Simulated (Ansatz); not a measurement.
# Al9N: the cost of one run

Computed with Ansatz 0.2.0 (DFT PBE, scalar-relativistic, plane waves, PAW, unless a step's input says otherwise).

13 further runs of the same task are left out: 13 set aside as unsound or not needed. Runs told in other sessions of the task aren't counted.

## (1) The structure to begin with

Symmetry: P1, No. 1, triclinic system. Conventional cell: a = 5.707 Å, b = 9.806 Å, c = 22.790 Å, α = 90.00°, β = 90.00°, γ = 98.37°. Al (site symmetry 1) has 7 Al at 2.85 to 2.87 Å in its first shell of neighbours. Al (site symmetry 1) has 9 Al at 2.85 to 2.97 Å in its first shell of neighbours. Al (site symmetry 1) is surrounded by 9 Al at 2.85 to 2.99 Å. Al (site symmetry 1) is surrounded by 10 Al at 2.85 to 2.96 Å. Only part of the 20 independent sites is listed.

As a file:

```
CELL_PARAMETERS angstrom
5.70709 0.00000 0.00000
-1.42677 9.70148 0.00000
0.00000 0.00000 22.79037
ATOMIC_POSITIONS crystal
Al 0.26622 0.06489 0.17551
Al 0.76622 0.06489 0.17551
Al 0.33548 0.34192 0.21920
Al 0.83548 0.34192 0.21920
Al 0.14933 0.59733 0.22794
Al 0.64933 0.59733 0.22794
Al 0.46318 0.85274 0.23668
Al 0.96318 0.85274 0.23668
Al 0.03198 0.12771 0.28083
Al 0.53198 0.12771 0.28083
Al 0.09979 0.40422 0.33011
Al 0.59979 0.40422 0.33011
Al 0.41440 0.65967 0.33698
Al 0.91440 0.65967 0.33698
Al 0.22631 0.91108 0.34493
Al 0.72631 0.91108 0.34493
Al 0.29624 0.18141 0.38571
Al 0.79624 0.18141 0.38571
N 0.37994 0.91108 0.54367
N 0.57268 0.91108 0.54367
```

This is the geometry at the first point of the grid.

## (2) The grid

Atoms count from 1 in the order of the input.

N2 lies flat over one site of a rigid substrate while its bond length and height are varied.

First coordinate, distance N19-N20: 8 values from 1.000 to 3.000 Å. Second coordinate, height of the N2 axis above the plane of Al17: 8 values from 0.80 to 3.60 Å.

Nothing else is relaxed. Points are written as (first, second).

## (3) The run at (1.269 Å, 2.08 Å)

The cell repeats along c, and a dipole correction in the vacuum removes the field between the copies.

File input.yaml:

```yaml
crystal:
  lattice:
    - [5.707086311, 0.0, 0.0]
    - [-1.4267715777, 9.7014842372, 0.0]
    - [0.0, 0.0, 22.7903703877]
  atoms:
    - { symbol: Al, position: [0.2662216041, 0.0648864163, 0.1755127245] }
    - { symbol: Al, position: [0.7662216041, 0.0648864163, 0.1755127245] }
    - { symbol: Al, position: [0.3354806058, 0.3419224231, 0.2192029851] }
    - { symbol: Al, position: [0.8354806058, 0.3419224231, 0.2192029851] }
    - { symbol: Al, position: [0.1493324061, 0.5973296244, 0.2279410371] }
    - { symbol: Al, position: [0.6493324061, 0.5973296244, 0.2279410371] }
    - { symbol: Al, position: [0.4631842064, 0.8527368258, 0.2366790893] }
    - { symbol: Al, position: [0.9631842064, 0.8527368258, 0.2366790893] }
    - { symbol: Al, position: [0.0319772075, 0.1277109158, 0.2808262501] }
    - { symbol: Al, position: [0.5319772075, 0.1277109158, 0.2808262501] }
    - { symbol: Al, position: [0.0997917578, 0.4042231245, 0.3301071117] }
    - { symbol: Al, position: [0.5997917578, 0.4042231245, 0.3301071117] }
    - { symbol: Al, position: [0.4144000538, 0.6596656467, 0.3369822073] }
    - { symbol: Al, position: [0.9144000538, 0.6596656467, 0.3369822073] }
    - { symbol: Al, position: [0.226307693, 0.9110819227, 0.3449259125] }
    - { symbol: Al, position: [0.726307693, 0.9110819227, 0.3449259125] }
    - { symbol: Al, position: [0.2962427187, 0.1814071959, 0.3857054641] }
    - { symbol: Al, position: [0.7962427187, 0.1814071959, 0.3857054641] }
    - { symbol: "N", position: [0.3651301208, 0.9110819227, 0.4769720809] }
    - { symbol: "N", position: [0.5874852651, 0.9110819227, 0.4769720809] }
basis:
  ecutwfc: 420
kpoints:
  mp_grid: { grid: [5, 3, 1] }
hamiltonian:
  xc: pbe
  pseudopotentials: { kind: paw, azcp: { folder: soft_1 } }
scf:
  occupations: { method: gaussian, width: 0.1 }
output:
  forces: true
  eigenvalues: true
efield:
  axis: 3
  dipole_correction: true
  ramp_width: 0.04
```

Run with:

```
> ansatz run input.yaml --threads 1 --pin off --max-ram 3072MiB --backend cpu --events-out ev --progress --plain --runs-dir out
```

Q: Estimate wall time and peak memory on 1 thread of AMD EPYC 9R45 (Zen 5), shared host.

About 23 s, with a peak of 1.2 GiB.
